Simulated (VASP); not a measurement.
# H19C2NO8 in VASP: further runs

Runs on H19C2NO8. Level: PBE+D3(BJ). Tasks: single point.

All numbers are computed with VASP 6.6.1; they aren't measurements. Logs are shortened: lines on timing, memory, paths and dates and some standing lists are left out, and cuts for length are marked.

## (1) Starting point

The cell holds a amorphous, 30 atoms: a = 6.889 Å, b = 6.889 Å, c = 6.889 Å, α = 90.00°, β = 90.00°, γ = 90.00°.

The cell was built by a generator and needn't be a form met in nature.

## (2) Single point, PBE+D3(BJ)

INCAR

```
SYSTEM = H19C2NO8
PREC = Accurate
ENCUT = 520
EDIFF = 1E-7
ISMEAR = -1
SIGMA = 0.05
LREAL = Auto
LASPH = .TRUE.
NELM = 100
ALGO = Normal
ISIF = 2
LWAVE = .FALSE.
LCHARG = .FALSE.
GGA = PE
IVDW = 12
NBANDS = 61
```

KPOINTS

```
regular mesh
0
G
  1 1 1
  0 0 0
```

POSCAR

```
H19C2NO8
1.0
    6.8894190000      0.0000000000      0.0000000000
    0.0000000000      6.8894190000      0.0000000000
    0.0000000000      0.0000000000      6.8894190000
O H C N
8 19 2 1
Direct
    0.8864898477      0.1159604315      0.5814278388
    0.3269361321      1.0657212168      0.7911697634
    0.3000978747      0.4419240577      0.8316521321
    0.6028084516      0.7273472553      0.9504575059
    0.5755637740      0.8675187269      0.4112248072
    0.9187857496      0.3089955771      0.0868433173
    0.0108717440      0.7740565641      0.7174480170
    0.5824148597      0.2892551607      0.3058022745
    0.9742621257      0.2275228143      0.5543283113
    0.7570885150      0.1356718179      0.5113493605
    0.2291920407      1.0035243901      0.7115694371
    0.4427368984      0.9875869068      0.8121439558
    0.3076892260      0.4624047398      0.6898114340
    0.3079069512      0.2992705190      0.8061202258
    0.6954577737      0.6799992859      0.8517409088
    0.4907815884      0.6479356242      0.9585423677
    0.5261982179      0.9994747017      0.3874782474
    0.6332319169      0.8252655267      0.2946257152
    1.0111012264      0.3290988689      0.2036020744
    0.9934800017      0.2632732891     -0.0232675644
    0.0576681430      0.6648310982      0.6433488804
   -0.0680028316      0.8656462903      0.6393572520
    0.6215473322      0.4236641726      0.3318276911
    0.6833087086      0.2788333820      0.1990443606
    0.1474870377      0.7343870361      0.0317298164
    0.0062850002      0.9015564302      0.1747897755
    0.2801977932      0.8964036009      0.1778669580
    0.1478208830      0.8140309074      0.1733673043
    0.1418842431      0.6488936150      0.3073698958
    0.1013147843      0.5201454578      0.4059413428
```

Potentials or basis: VASP PAW PBE potentials, release 64 (O, H, C, N).

Started as:

```
$ cat potpaw_PBE.64/O/POTCAR potpaw_PBE.64/H/POTCAR potpaw_PBE.64/C/POTCAR potpaw_PBE.64/N/POTCAR > POTCAR
$ mpirun -np 1 vasp_gam > vasp.out
```

OUTCAR:

```text
SYSTEM = H19C2NO8
   PREC = Accurate
   ENCUT = 520
   EDIFF = 1E-7
   ISMEAR = -1
   LREAL = Auto
   LASPH = .TRUE.
   NELM = 100
   ISIF = 2
   GGA = PE
   IVDW = 12
 IVDW          = 12

 ion  position               nearest neighbor table
   1  0.886  0.116  0.581-   9 1.00  10 1.02
   2  0.327  0.066  0.791-  11 0.97  12 0.97
   3  0.300  0.442  0.832-  13 0.99  14 1.00
   4  0.603  0.727  0.950-  16 0.95  15 0.99
   5  0.576  0.868  0.411-  18 0.94  17 0.98
   6  0.919  0.309  0.087-  20 0.97  19 1.03
   7  0.011  0.774  0.717-  21 0.96  22 0.99
   8  0.582  0.289  0.306-  23 0.98  24 1.01
   9  0.974  0.228  0.554-   1 1.00
  10  0.757  0.136  0.511-   1 1.02
  11  0.229  0.004  0.712-   2 0.97
  12  0.443  0.988  0.812-   2 0.97
  13  0.308  0.462  0.690-   3 0.99
  14  0.308  0.299  0.806-   3 1.00
[... 11 lines left out ...]
  26  0.006  0.902  0.175-  28 1.15
  27  0.280  0.896  0.178-  28 1.07
  28  0.148  0.814  0.173-  27 1.07  25 1.12  26 1.15  29 1.47
  29  0.142  0.649  0.307-  30 1.15  28 1.47
  30  0.101  0.520  0.406-  29 1.15

  LATTYP: Found a simple cubic cell.
 ALAT       =     6.8894190000

  Lattice vectors:

 A1 = (   6.8894190000,   0.0000000000,   0.0000000000)
 A2 = (   0.0000000000,   6.8894190000,   0.0000000000)
 A3 = (   0.0000000000,   0.0000000000,   6.8894190000)

Analysis of symmetry for initial positions (statically):
=====================================================================
 Subroutine PRICEL returns:
 Original cell was already a primitive cell.

 Routine SETGRP: Setting up the symmetry group for a
 simple cubic supercell.

 Subroutine GETGRP returns: Found  1 space group operations
 (whereof  1 operations were pure point group operations)
 out of a pool of 48 trial point group operations.

The static configuration has the point symmetry C_1 .

Analysis of symmetry for dynamics (positions and initial velocities):
=====================================================================
 Subroutine PRICEL returns:
 Original cell was already a primitive cell.

 Routine SETGRP: Setting up the symmetry group for a
 simple cubic supercell.

 Subroutine GETGRP returns: Found  1 space group operations
 (whereof  1 operations were pure point group operations)
 out of a pool of 48 trial point group operations.

The dynamic configuration has the point symmetry C_1 .

 Subroutine INISYM returns: Found  1 space group operations
 (whereof  1 operations are pure point group operations),
 and found     1 'primitive' translations

----------------------------------------------------------------------------------------

                                     Primitive cell

  volume of cell :     327.0000

  direct lattice vectors                    reciprocal lattice vectors
     6.889419000  0.000000000  0.000000000     0.145150121  0.000000000  0.000000000
     0.000000000  6.889419000  0.000000000     0.000000000  0.145150121  0.000000000
     0.000000000  0.000000000  6.889419000     0.000000000  0.000000000  0.145150121

  length of vectors
     6.889419000  6.889419000  6.889419000     0.145150121  0.145150121  0.145150121

  position of ions in fractional coordinates (direct lattice)
     0.886489848  0.115960431  0.581427839
     0.326936132  0.065721217  0.791169763
     0.300097875  0.441924058  0.831652132
     0.602808452  0.727347255  0.950457506
     0.575563774  0.867518727  0.411224807
     0.918785750  0.308995577  0.086843317
[... 22 lines left out ...]
     0.141884243  0.648893615  0.307369896
     0.101314784  0.520145458  0.405941343

  ion indices of the primitive-cell ions
   primitive index   ion index
                 1           1
                 2           2
                 3           3
                 4           4
                 5           5
                 6           6
[... 22 lines left out ...]
                29          29
                30          30

----------------------------------------------------------------------------------------

 KPOINTS: regular mesh

Automatic generation of k-mesh.
 Grid dimensions read from file:
 generate k-points for:    1    1    1

 Generating k-lattice:

  Cartesian coordinates                     Fractional coordinates (reciprocal lattice)
     0.145150121  0.000000000  0.000000000     1.000000000  0.000000000  0.000000000
     0.000000000  0.145150121  0.000000000     0.000000000  1.000000000  0.000000000
     0.000000000  0.000000000  0.145150121     0.000000000  0.000000000  1.000000000

  Length of vectors
     0.145150121  0.145150121  0.145150121

  Shift w.r.t. Gamma in fractional coordinates (k-lattice)
     0.000000000  0.000000000  0.000000000

 Subroutine IBZKPT returns following result:
 ===========================================

 Found      1 irreducible k-points:

 Following reciprocal coordinates:
            Coordinates               Weight
  0.000000  0.000000  0.000000      1.000000
   k-points           NKPTS =      1   k-points in BZ     NKDIM =      1   number of bands    NBANDS=     61
   number of dos      NEDOS =    301   number of ions     NIONS =     30
   total plane-waves  NPLWV = 157464
   dimension x,y,z NGX =    54 NGY =   54 NGZ =   54
   dimension x,y,z NGXF=   108 NGYF=  108 NGZF=  108
   ions per type =               8  19   2   1
   NGX,Y,Z   is equivalent  to a cutoff of  13.03, 13.03, 13.03 a.u.
   NGXF,Y,Z  is equivalent  to a cutoff of  26.06, 26.06, 26.06 a.u.
 SYSTEM =  H19C2NO8
   PREC   = accura    normal or accurate (medium, high low for compatibility)
   ISTART =      0    job   : 0-new  1-cont  2-samecut
   ICHARG =      2    charge: 1-file 2-atom 10-const
   ISPIN  =      1    spin polarized calculation?
   LNONCOLLINEAR =      F non collinear calculations
   LSORBIT =      F    spin-orbit coupling
   LASPH  =      T    aspherical Exc in radial PAW
   ENCUT  =  520.0 eV  38.22 Ry    6.18 a.u.  12.81 12.81 12.81*2*pi/ulx,y,z
   NELM   =    100;   NELMIN=  2; NELMDL= -5     # of ELM steps
   EDIFF  = 0.1E-06   stopping-criterion for ELM
   LREAL  =      T    real-space projection
   EDIFFG = 0.1E-05   stopping-criterion for IOM
   NSW    =      0    number of steps for IOM
   IBRION =     -1    ionic relax: 0-MD 1-quasi-New 2-CG
   NFREE  =      0    steps in history (QN), initial steepest desc. (CG)
   ISIF   =      2    stress and relaxation
   ISYM   =      2    0-nonsym 1-usesym 2-fastsym
   POTIM  = 0.5000    time-step for ionic-motion
   TEBEG  =    0.0;   TEEND  =   0.0 temperature during run
   PSTRESS=    0.0 pullay stress
   NELECT =      80.0000    total number of electrons
   NUPDOWN=      -1.0000    fix difference up-down
   EMIN   =  10.00;   EMAX   =-10.00  energy-range for DOS
   EFERMI =   0.00;   METHOD = LEGACY
   ISMEAR =    -1;   SIGMA  =   0.05  broadening in eV -4-tet -1-fermi 0-gaus
   EFERMI_NEDOS =   21; number of points for ismear=-14 and -15
   IALGO  =     38    algorithm
   IMIX   =      4    mixing-type and parameters
     AMIX     =   0.40;   BMIX     =  1.00
     AMIX_MAG =   1.60;   BMIX_MAG =  1.00
  volume/ion in A,a.u.               =      10.90        73.56
  Fermi-wavevector in a.u.,A,eV,Ry     =   1.023895  1.934882 14.263826  1.048362
  Thomas-Fermi vector in A             =   2.157653
   LORBIT       =      0    0 simple, 1 ext, 2 COOP (PROOUT), +10 PAW based schemes
   GGA     = PE    functional components
   LHFCALC =     F    Hartree Fock is set to
   AEXX    =    0.0000 exact exchange contribution
   IVDW    =    12    specifies the selected vdW correction
   LEPSILON=     F    determine dielectric tensor
   LRPA    =     F    only Hartree local field effects (RPA)
 non-spin polarized calculation
  energy-cutoff  :      520.00
  volume of cell :      327.00
 maximum number of plane-waves:      4415
 NGX is ok and might be reduce to    50
   NGX = 25   NGY = 25   NGZ = 25

 number of electron      79.9999991 magnetization

 Free energy of the ion-electron system (eV)
  ---------------------------------------------------
  ext. energy  EPLUGINS =         0.00000000
  ---------------------------------------------------
  free energy    TOTEN  =      -152.29196069 eV

  energy without entropy =     -152.29196069  energy(sigma->0) =     -152.29196069

 E-fermi :  -2.3217     XC(G=0):  -6.7199

 val. band max:       -3.6200021752   @ k =   0.0000   0.0000   0.0000
 cond. band min:       0.9481279703   @ k =   0.0000   0.0000   0.0000
 fundamental gap:      4.5681301455
 Fermi energy:        -2.3217262102

 k-point     1 :       0.0000    0.0000    0.0000
  band No.  band energies     occupation
      1     -22.3643      2.00000
      2     -22.2848      2.00000
      3     -22.1496      2.00000
      4     -21.8263      2.00000
      5     -21.8111      2.00000
      6     -21.8028      2.00000
[... 44 lines left out ...]
     51       5.6172      0.00000
     52       5.9847      0.00000
 [bands above 52 left out]

------------------------ aborting loop because EDIFF is reached ----------------------------------------

 Edisp (eV)   -1.07039

 E8    (eV) :    -0.2279

  FORCE on cell =-STRESS in cart. coord.  units (eV):
  Direction    XX          YY          ZZ          XY          YZ          ZX
  --------------------------------------------------------------------------------------
  -------------------------------------------------------------------------------------
  Total      -5.24890     0.76653    -1.06347     1.05543     0.26850    -1.90387
  in kB     -25.71766     3.75573    -5.21061     5.17123     1.31556    -9.32825
  external pressure =       -9.06 kB  Pullay stress =        0.00 kB

 VOLUME and BASIS-vectors are now :
 -----------------------------------------------------------------------------
  energy-cutoff  :      520.00
  volume of cell :      327.00
      direct lattice vectors                 reciprocal lattice vectors
     6.889419000  0.000000000  0.000000000     0.145150121  0.000000000  0.000000000
     0.000000000  6.889419000  0.000000000     0.000000000  0.145150121  0.000000000
     0.000000000  0.000000000  6.889419000     0.000000000  0.000000000  0.145150121

 POSITION                                       TOTAL-FORCE (eV/Angst)
 -----------------------------------------------------------------------------------
      6.10740      0.79890      4.00570        -0.756549      0.692103     -0.655464
      2.25240      0.45278      5.45070         0.064644      0.854487      0.205058
      2.06750      3.04460      5.72960        -0.050764     -0.285375     -1.558762
      4.15300      5.01100      6.54810         1.564706      1.484145      0.039576
      3.96530      5.97670      2.83310        -0.969901      0.785672      1.632214
      6.32990      2.12880      0.59830         0.723999      0.188565      1.931741
[... 22 lines left out ...]
      0.97750      4.47050      2.11760        -0.205413      2.619862     -1.353627
      0.69800      3.58350      2.79670         0.001622     -1.835690      1.118523
 -----------------------------------------------------------------------------------
    total drift:                                0.004009      0.013035      0.007453

  FREE ENERGIE OF THE ION-ELECTRON SYSTEM (eV)
  ---------------------------------------------------
  free  energy   TOTEN  =      -153.3623491665 eV

  energy  without entropy=     -153.3623491664  energy(sigma->0) =     -153.36234917
```

It took 46 s on 1 thread of Intel Xeon Platinum 8259CL at 2.50GHz (Skylake/Cascade Lake), shared host; peak memory 0.36 GiB.

Results:

- Free energy: -153.3623 eV
- Pressure: -0.9 GPa
- Largest force: 2.956 eV/Å
- Band gap on the k mesh: 4.57 eV, direct
- Dispersion energy per atom: -0.036 eV

Forces on the atoms (eV/Å):
```
O   -0.757  0.692 -0.655
O    0.065  0.854  0.205
O   -0.051 -0.285 -1.559
O    1.565  1.484  0.040
O   -0.970  0.786  1.632
O    0.724  0.189  1.932
O   -0.345  0.574  0.866
O    1.351  0.646 -0.894
H   -0.942 -0.536 -0.068
H    1.748  0.215  0.601
H    0.028 -0.955  0.067
H   -0.143 -0.503 -0.202
H   -0.058  1.151  0.397
H    0.289 -0.517  1.360
H   -0.569 -0.004  0.550
H   -0.916 -1.393 -0.555
H    0.240 -0.395 -0.107
H    0.638 -0.339 -1.687
H   -1.133 -0.250 -2.021
H    0.249  0.031 -0.008
H   -0.218 -0.147 -0.439
H    0.439 -0.268 -0.032
H   -0.746 -0.054  0.666
H   -0.542 -0.765  0.216
H   -0.081  0.533 -0.005
H    1.339 -0.625  0.285
H    0.331  0.477  0.276
C   -1.331 -1.380 -0.625
C   -0.205  2.620 -1.354
N    0.002 -1.836  1.119
```

Caveat: the standard files for N, O and F lose accuracy on very short bonds. Expect the measured gap to be larger: semilocal functionals such as PBE lack the derivative discontinuity.

## (3) Single point, PBE+D3(BJ)

INCAR

```
SYSTEM = H19C2NO8
PREC = Accurate ; ENCUT = 520
EDIFF = 1E-6 ; ISMEAR = -1
SIGMA = 0.05 ; LREAL = Auto
LASPH = .TRUE. ; NELM = 100
ALGO = Normal ; ISIF = 2
LWAVE = .FALSE. ; LCHARG = .FALSE.
GGA = PE ; IVDW = 12
NBANDS = 61
```

KPOINTS

```
Automatic mesh
0
G
  1 1 1
  0 0 0
```

POSCAR

```
H19C2NO8
1.0
    6.8894190000      0.0000000000      0.0000000000
    0.0000000000      6.8894190000      0.0000000000
    0.0000000000      0.0000000000      6.8894190000
O H C N
8 19 2 1
Direct
    0.9417775287      0.1729173389      0.6156542373
    0.3571999322      1.0515690801      0.7918955140
    0.2969771471      0.4351310321      0.8719458056
    0.6001522044      0.6922499561      0.9356812236
    0.6289645034      0.8048574198      0.4591243471
    0.9068689247      0.3046120435      0.0112201043
    0.0515428079      0.8014028469      0.7337919206
    0.6052324586      0.3155418476      0.3029137871
    0.9861789506      0.2931887290      0.5518607592
    0.9408485679      0.2043278250      0.7537790923
    0.2821573198      0.9317186253      0.7450265400
    0.4454076606      0.9917236853      0.8856334620
    0.2423716717      0.4858464843      0.7539968174
    0.3276183376      0.2864102183      0.8558922022
    0.7058795524      0.6267291915      0.8564728027
    0.4910864037      0.6156832673      0.8933844784
    0.5629357134      0.8903943859      0.5497560825
    0.6547286498      0.9000033239      0.3542098398
    0.9224435326      0.2892841907      0.1475886428
    1.0323512041      0.3524970683     -0.0411936043
    0.0486543205      0.6882873578      0.6425505547
    0.0006822056      0.8976809220      0.6459035225
    0.5534719256      0.4255220941      0.3819044828
    0.6154365121      0.3573886274      0.1718141980
    0.2743192133      0.7746516796      0.0565940321
    0.0462303135      0.8638028838      0.1125058586
    0.2525031501      0.9168697680      0.2718226312
    0.1795652144      0.8052783551      0.1793329742
    0.1293577876      0.6458309474      0.3036540527
    0.0823872086      0.5197825825      0.4120666779
```

Potentials or basis: VASP PAW PBE potentials, release 64 (O, H, C, N).

Started as:

```
$ cat potpaw_PBE.64/O/POTCAR potpaw_PBE.64/H/POTCAR potpaw_PBE.64/C/POTCAR potpaw_PBE.64/N/POTCAR > POTCAR
$ mpirun -np 1 vasp_gam > vasp.out
```

Run time: 47 s. Hardware: 1 thread of Intel Xeon Platinum 8259CL at 2.50GHz (Skylake/Cascade Lake), shared host; peak memory 0.36 GiB.

Results (log left out):

```
Free energy                : -153.6278 eV
Pressure                   : -1.4 GPa
Largest force              : 2.586 eV/Å
Band gap on the k mesh     : 4.46 eV, direct
Dispersion energy per atom : -0.036 eV
```

Forces on the atoms (eV/Å):
```
O    0.221  0.193 -0.185
O    0.034 -1.314 -0.169
O    0.264 -1.637  0.779
O    1.948 -0.263 -0.923
O   -0.004  0.741 -0.783
O    0.233  0.238 -1.666
O    0.547 -1.702 -0.550
O   -0.527 -0.031  1.802
H   -0.159 -0.376 -0.070
H   -0.319 -0.243  0.080
H   -0.106  1.403  0.501
H    0.355  0.064 -0.108
H   -0.077 -0.286 -0.724
H   -0.536  1.654 -0.516
H   -0.895  1.104  1.062
H   -0.973 -0.809  0.066
H   -0.016  0.060  0.514
H    0.025 -0.689  0.381
H    0.189 -0.022  1.113
H   -0.173  0.056  0.733
H   -0.002  0.417  0.676
H   -0.585  1.383 -0.199
H    0.567 -0.745 -0.956
H   -0.013  0.805 -1.010
H    0.193 -0.563  0.186
H    0.048  0.092  0.223
H   -0.312 -0.202 -0.365
C   -0.235  0.894  0.340
C   -0.509 -2.156  1.275
N    0.817  1.934 -1.509
```

Stress tensor (GPa, compression positive):
```
-0.62 -0.16  1.10
-0.16 -3.34 -0.23
 1.10 -0.23 -0.20
```

Levels at points of the mesh, in eV from the valence-band top:
| k point | band 38 | band 39 | band 40 | band 41 | band 42 | band 43 |
| --- | --- | --- | --- | --- | --- | --- |
| (0.00, 0.00, 0.00) | -0.25 | -0.19 | 0.00 | 4.46 | 5.12 | 5.33 |

Caveat: the standard files for N, O and F lose accuracy on very short bonds.
